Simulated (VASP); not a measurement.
Here is a VASP 6.6.1 calculation.

File INCAR:

```
PREC = Accurate
ENCUT = 600
EDIFF = 1E-7
ISMEAR = 1
SIGMA = 0.1
LREAL = False
LASPH = True
NELM = 80
ALGO = Normal
ISIF = 3
LWAVE = False
LCHARG = False
GGA = PS
IBRION = 2
NSW = 90
EDIFFG = -0.005
PSTRESS = 1500.0
```

File KPOINTS:

```
Automatic mesh
0
Gamma
  19 19 19
```

The input POSCAR:

```
S                                       
1.0
    1.6925570241      0.9771982535      0.8889325997
   -1.6925570241      0.9771982535      0.8889325997
    0.0000000000     -1.9543965069      0.8889325997
  S             
     1
Direct
     0.0000000000000000    0.0000000000000000    0.0000000000000000
```

Potentials or basis: VASP PAW PBE potentials, release 64 (S).

The run is started by

```sh
$ cat potpaw_PBE.64/S/POTCAR > POTCAR
$ mpirun -np 1 vasp_std > vasp.out
```

Estimate the band gap on the k mesh.

none (metal or under the smearing width).

Final structure:
```cif
data_structure
_symmetry_space_group_name_H-M 'P 1'
_symmetry_Int_Tables_number 1
_cell_length_a 2.1471
_cell_length_b 2.1471
_cell_length_c 2.1471
_cell_angle_alpha 104.056
_cell_angle_beta 104.056
_cell_angle_gamma 104.056
_cell_volume 8.82
loop_
_atom_site_label
_atom_site_type_symbol
_atom_site_fract_x
_atom_site_fract_y
_atom_site_fract_z
_atom_site_occupancy
S1 S 0.00000 0.00000 0.00000 1
```

Caveat: the relaxation stopped at its first step, so nothing moved.
